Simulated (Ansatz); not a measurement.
Bi2TeSe2 (Skippenite):

```
Bi Te Se
1.0
     2.09150    1.20753    9.71233
    -2.09150    1.20753    9.71233
     0.00000   -2.41506    9.71233
Bi Te Se
2 1 2
Direct
  0.60194 0.60194 0.60194
  0.39806 0.39806 0.39806
  0.00000 0.00000 0.00000
  0.78840 0.78840 0.78840
  0.21160 0.21160 0.21160
```

| Property | Result |
| --- | --- |
| Program | Ansatz 0.2.0 |
| Task | relaxation of cell and atoms |
| Functional | PBEsol |
| Dispersion | D4 |
| Potentials or basis | Ansatz PAW |
| Cutoff | 420 eV (not typed: the program's choice for these potentials) |
| k mesh | 7 × 7 × 7 |
| Occupations | fermi-dirac, width 0.05 eV |
| Spin | no spin polarisation |

At the start: volume 29.43 Å³/atom.

Q: Where does the relaxation end?

A: It ends after 7 steps and the volume is 28.79 Å³/atom (-2.2 %); space group R-3m (No. 166, to 0.05 Å).

The path:
| step | energy change (eV) | largest force (eV/Å) | volume (Å³) |
| --- | --- | --- | --- |
| 1 | 0.0000 | 1.7942 | 147.17 |
| 2 | -0.2947 | 0.4364 | 148.95 |
| 3 | -0.3474 | 0.0796 | 142.67 |
| 4 | -0.3536 | 0.0419 | 144.52 |
| 5 | -0.3543 | 0.0314 | 143.74 |
| 6 | -0.3545 | 0.0014 | 143.96 |
| 7 | -0.3540 | 0.0014 | 143.96 |

Final structure:
```xyz
5
Lattice="2.0948 1.2094 9.4707 -2.0948 1.2094 9.4707 0.0000 -2.4188 9.4707" Properties=species:S:1:pos:R:3 pbc="T T T"
Bi    0.0000    0.0000   16.8529
Bi    0.0000    0.0000   11.5592
Te    0.0000    0.0000    0.0000
Se    0.0000    0.0000   22.5530
Se    0.0000    0.0000    5.8591
```

Caveat: the plane-wave basis is chosen anew once the cell has moved, so the energies of steps on either side of that aren't comparable; the PAW data sets come from PBE, with cores solved anew for the run's functional, which leaves a small shift of forces and pressure.
